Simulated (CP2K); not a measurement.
# BeS under changes of volume

One of the cells (14.261 Å³/atom); the others are scaled copies at fixed shape and fractional positions:

```xyz
2
Lattice="3.4295 0.0000 0.0000 1.7147 2.9700 0.0000 1.7147 0.9900 2.8001" Properties=species:S:1:pos:R:3 pbc="T T T"
S     5.1442    2.9700    2.1001
Be    0.0000    0.0000    0.0000
```

```yaml
Program: CP2K 2026.2
Functional: PBE
Potentials_or_basis: POTENTIAL_UZH S GTH-PBE-q6, Be GTH-PBE-q4; TZVP-MOLOPT-PBE-GTH basis
Density_cutoff: 11565 eV
k_mesh: 9 × 9 × 9
Occupations: fermi-dirac, width 0.05 eV
Spin: no spin polarisation
```

```csv
volume (Å³/atom),energy over the lowest point (meV/atom),pressure (GPa),gap on the mesh (eV)
13.405,?,?,?
13.690,20.94,7.3,4.17
13.975,10.09,4.9,4.23
14.261,3.25,2.8,4.28
14.546,0.00,0.9,4.32
14.831,0.05,-0.9,4.37
15.116,3.12,-2.5,4.41
```

Q: What does the run at 13.405 Å³/atom give?

A: Energy over the lowest point 36.16 meV/atom; pressure 9.9 GPa; gap on the mesh 4.12 eV.

Worked out: A Birch-Murnaghan fit of order 3 (a polynomial in V^(-2/3)) to the other rows has its minimum at 14.68 Å³/atom with B0 = V·E''(V) = 91 GPa and B' = 3.8. It gives 36.13 meV/atom at 13.405 Å³/atom, against the run's 36.16, and -dE/dV = 9.8 GPa, against 9.9. A straight line through the other rows of the gap, of slope 2.39 eV per unit of ln V, extrapolates to 4.13 eV, against the run's 4.12.

Energies are extrapolated to zero smearing.

Caveats: an odd mesh through Γ misses points on the zone boundary, where band edges often lie; the basis of atomic orbitals isn't converged, which shifts pressures, moduli and gaps.
